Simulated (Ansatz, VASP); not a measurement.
**Two plane-wave programs on Nb**

Contents of INCAR:

```
SYSTEM = Nb
PREC = Accurate
ENCUT = 520
EDIFF = 1E-7
ISMEAR = -1
SIGMA = 0.1
LREAL = .FALSE.
LASPH = .TRUE.
NELM = 80
ALGO = Normal
ISIF = 2
LWAVE = .FALSE.
LCHARG = .TRUE.
GGA = PS
LELF = .TRUE.
LVHAR = .TRUE.
NBANDS = 26
```

File KPOINTS:

```
Automatic mesh
0
G
  9 9 13
  0 0 0
```

File POSCAR:

```
Nb
1.0
    5.0115721814      0.0000000000      0.0000000000
   -2.5057860907      4.3401488220      0.0000000000
    0.0000000000      0.0000000000      2.7581418980
Nb
3
Direct
    0.0000000000      1.0000000000      1.0000000000
    0.3333333333      0.6666666667      0.5000000000
    0.6666666667      0.3333333333      0.5000000000
```

Input for Ansatz:

```yaml
crystal:
  lattice:
    - [5.0115721814, 0.0, 0.0]
    - [-2.5057860907, 4.340148822, 0.0]
    - [0.0, 0.0, 2.758141898]
  atoms:
    - { symbol: Nb, position: [0.0, 1.0, 1.0] }
    - { symbol: Nb, position: [0.3333333333, 0.6666666667, 0.5] }
    - { symbol: Nb, position: [0.6666666667, 0.3333333333, 0.5] }
hamiltonian:
  xc: pbesol
  pseudopotentials:
    kind: paw
    azcp:
      Nb: "pseudopotentials/Nb.paw.azcp"
basis:
  ecutwfc: 420
  fft_grid_basis: typed
kpoints:
  mp_grid: { grid: [9, 9, 13], shift: [0, 0, 0] }
magnetization:
  spin_polarized: false
scf:
  occupations: { method: fermi_dirac, width: 0.1 }
  lower_state_search: "off"
output:
  stress: true
```

Alike in both runs: task single point; functional PBEsol; k mesh 9 × 9 × 13; occupations fermi-dirac, width 0.1 eV; no spin polarisation.

|  | VASP | Ansatz |
| --- | --- | --- |
| version | VASP 6.6.1 | Ansatz 0.2.0 |
| potentials or method | VASP PAW PBE potentials, release 64 (Nb_sv) | plane waves (420 eV) with PAW, scalar-relativistic |
| plane-wave cutoff (eV) | 520 | 420 |
| valence electrons in the cell | 39 | 39 |

|  | VASP | Ansatz | Ansatz less VASP |
| --- | --- | --- | --- |
| pressure (GPa) | -16.2 | -16.0 | +0.24 |
| largest component of the traceless stress (GPa) | 1.80 | 1.84 | +0.038 |

Ansatz warned: «pseudo_functional_mismatch».

Caveats: so large a pressure means that the cell lies far from this level's equilibrium, or that cutoff or potentials fall short (VASP); the potentials were made for another functional, which shifts forces and pressure (VASP).
